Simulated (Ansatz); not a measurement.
Reactions of `C[O][SnH2][OH]`.

Calculated with Ansatz (gas phase, PBE0-D4/def2-TZVP geometries, no zero-point term in ΔE). CBS: MP2 limit from def2 TZ/QZ plus the TZ coupled-cluster correction, frozen cores. This one scheme is used for every species, atoms too. Open shells (•) are unrestricted, without spin–orbit coupling. def2 core potentials past Kr. Bonds to Sn are less sure, by a few kJ/mol each and by 10 to 20 or more in all where they break to atoms, as the def2 sets lack core-valence functions. Each species was taken in one conformer, which may not be the lowest.

(1) Order these by ΔE at CCSD(T)/CBS, lowest first. (Estimate.)
A. `C[O][SnH2][OH]` → H• + `C[O][SnH][OH]`•
B. `C[O][SnH2][OH]` → `C[O]`• + `[OH][SnH2]`•
C. `C[O][SnH2][OH]` + H–F → `C[O][SnH2][F]` + H₂O
D. `C[O][SnH2][OH]` + `[SiH3]`• → `C[O][SnH][OH]`• + SiH₄
E. `C[O][SnH2][OH]` + H₂O → `[OH][SnH2][OH]` + CH₃OH
F. `C[O][SnH2][OH]` + `CCS` → `CCCS` + `[OH][SnH2][OH]`
G. `C[O][SnH2][OH]` + H₂ → `[OH][SnH3]` + CH₃OH

Largest T1 diagnostic: 0.019, for `C[O]`•.

Results:

(1) D (-19.5 kcal/mol), F (-15.8 kcal/mol), C (-9.9 kcal/mol), E (-1.1 kcal/mol), G (+2.4 kcal/mol), A (+77.8 kcal/mol), B (+86.7 kcal/mol).
